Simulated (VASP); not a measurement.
Write an ASE script for VASP 6.6.1 that does the following.

| Quantity | Value |
| --- | --- |
| Task | single point |
| Functional | RPBE |
| Dispersion | D3 |
| Potentials or basis | VASP PAW PBE potentials, release 54 (W_sv, C) |
| Cutoff | 520 eV |
| k mesh | 7 × 7 × 5 |
| Occupations | gaussian, width 0.05 eV |
| Spin | spin-orbit coupling, no magnetisation |
| Further INCAR settings | ALGO = Normal; EDIFF = 1.00e-06; NBANDS = 45 |

Crystal: W2C.

```xyz
3
Lattice="3.0286 0.0000 0.0000 -1.5143 2.6228 0.0000 0.0000 0.0000 4.6152" Properties=species:S:1:pos:R:3 pbc="T T T"
W     1.5143    0.8743    1.1707
W     0.0000    1.7485    3.4445
C     0.0000    0.0000    0.0000
```

The cell comes from a database or a generator and needn't be the stable form of this composition.

The cell isn't the ideal one: volume scaled by 0.96.

The input as run:

run.py

```python
from ase import Atoms
from ase.calculators.vasp import Vasp
from ase.dft.bandgap import bandgap

atoms = Atoms(
    ['W', 'W', 'C'],
    cell=[[3.0285534524, 0.0, 0.0], [-1.5142767262, 2.6228042265, 0.0], [0.0, 0.0, 4.615198249]],
    scaled_positions=[[0.6666666667, 0.3333333333, 0.253669], [0.3333333333, 0.6666666667, 0.746331], [0.0, 0.0, 0.0]],
    pbc=True,
)
calc = Vasp(
    directory='calc',
    xc='rpbe',
    pp='PBE',
    setups={'base': 'minimal', 'W': '_sv'},
    pp_version='54',
    prec='Accurate',
    encut=520,
    ediff=1e-06,
    ismear=0,
    sigma=0.05,
    lreal=False,
    lasph=True,
    nelm=80,
    algo='Normal',
    isif=2,
    lwave=False,
    lcharg=False,
    lorbit=11,
    lsorbit=True,
    gga_compat=False,
    lmaxmix=4,
    ivdw=11,
    kpts=[7, 7, 5],
    gamma=True,
    nbands=45,
)
atoms.calc = calc

print('energy (eV):', atoms.get_potential_energy())
print('free energy (eV):', atoms.get_potential_energy(force_consistent=True))
print('forces (eV/A):')
print(atoms.get_forces())
print('stress (eV/A^3, Voigt):', atoms.get_stress())
print('Fermi level (eV):', calc.get_fermi_level())
gap, top, bottom = bandgap(calc)
print('band gap (eV):', gap, 'from (spin, k, band)', top, 'to', bottom)
```

Potentials or basis: VASP PAW PBE potentials, release 54 (W_sv, C).

Command:

```sh
$ python run.py
```

Results of the run:

```json
{"Pressure": "8.0 GPa", "Largest force": "0.676 eV/Å", "Valence electrons inside the program's atomic spheres": "W 12.17; C 2.50", "Dispersion energy per atom": "-0.606 eV"}
```

Caveat: the PAW data sets were made with another functional, which shifts forces and pressure a little.

Run time: 4.5 min on 1 thread of AMD EPYC 9R45 96-Core Processor (Zen 5), on a shared host, peak memory 0.41 GiB.
